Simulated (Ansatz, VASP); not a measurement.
**Two plane-wave programs on BaZrO3**

```
Ba Zr O
1.0
    -2.94860    2.94860    4.19011
     2.94860   -2.94860    4.19011
     2.94860    2.94860   -4.19011
Ba Zr O
2 2 6
Direct
  0.75000 0.25000 0.50000
  0.25000 0.75000 0.50000
  0.00000 0.00000 0.00000
  0.50000 0.50000 0.00000
  0.75000 0.75000 0.00000
  0.25000 0.25000 0.00000
  0.22608 0.72608 0.95216
  0.77392 0.27392 0.04784
  0.72608 0.77392 0.50000
  0.27392 0.22608 0.50000
```

Alike in both runs: functional PBEsol; k mesh 6 × 6 × 6; occupations gaussian, width 0.02 eV; no spin polarisation.

Ansatz relaxed the structure, and its values are those at the end. VASP's run is a single point on that final structure, the one shown.

|  | VASP | Ansatz |
| --- | --- | --- |
| version | VASP 6.6.1 | Ansatz 0.2.0 |
| potentials or method | VASP PAW PBE potentials, release 64 (Ba_sv, Zr_sv, O) | scalar-relativistic, plane waves, PAW |
| plane-wave cutoff (eV) | 520 | 420 |
| valence electrons in the cell | 80 | 80 |

|  | VASP | Ansatz | Ansatz less VASP |
| --- | --- | --- | --- |
| gap on the k mesh at the Fermi level (eV) | 3.22 | 3.26 | +0.041 |
| least direct gap on the mesh (eV) | 3.23 | 3.27 | +0.049 |
| pressure (GPa) | 1.2 | 0.0 | -1.22 |
| rms of the force components (eV/Å) | 0.013 | 0.000 | -0.0130 |

Caveats: the PAW data sets were made with another functional, which shifts forces and pressure a little (VASP); spin-orbit coupling is left out, which moves the levels of the heavy elements. A k mesh can miss the band edges.
